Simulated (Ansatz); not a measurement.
Before relaxation, (001) slab as cut from the bulk (P, Cmce (No. 64), (0 0 1) face):

```
P
1.0
     3.29960    0.00000    0.00000
    -1.64980    5.50995    0.00000
     0.00000    0.00000   25.58246
P
10
Direct
  0.90457 0.80914 0.29317
  0.40457 0.80914 0.35070
  0.59543 0.19086 0.38220
  0.09543 0.19086 0.43974
  0.90457 0.80914 0.47123
  0.40457 0.80914 0.52877
  0.59543 0.19086 0.56026
  0.09543 0.19086 0.61780
  0.90457 0.80914 0.64930
  0.40457 0.80914 0.70683
```

Computed with DFT r2SCAN, scalar-relativistic, plane waves, PAW (Ansatz). Cutoff 500 eV; k points 11×7×1 on the computed 10-atom cell (Γ-centred); Gaussian smearing, width 0.05 eV; no spin polarisation. The cell repeats along c with a dipole correction in the vacuum.

All atoms are free. The cell is fixed. Force threshold 0.02 eV/Å.

Question: Where does it end?

Answer: The energy falls by 0.188 eV in 7 steps, to:

```
P
1.0
     3.29960    0.00000    0.00000
    -1.64980    5.50995    0.00000
     0.00000    0.00000   25.58246
P
10
Direct
  0.88904 0.77810 0.30202
  0.40715 0.81433 0.35456
  0.59927 0.19854 0.38472
  0.10060 0.20121 0.44190
  0.90851 0.81697 0.47105
  0.40851 0.81697 0.52895
  0.60061 0.20121 0.55810
  0.09928 0.19854 0.61528
  0.90715 0.81433 0.64544
  0.38904 0.77810 0.69798
```

Cost: 1 run of about 18 core-minutes, on Arm Neoverse V2 (shared hosts).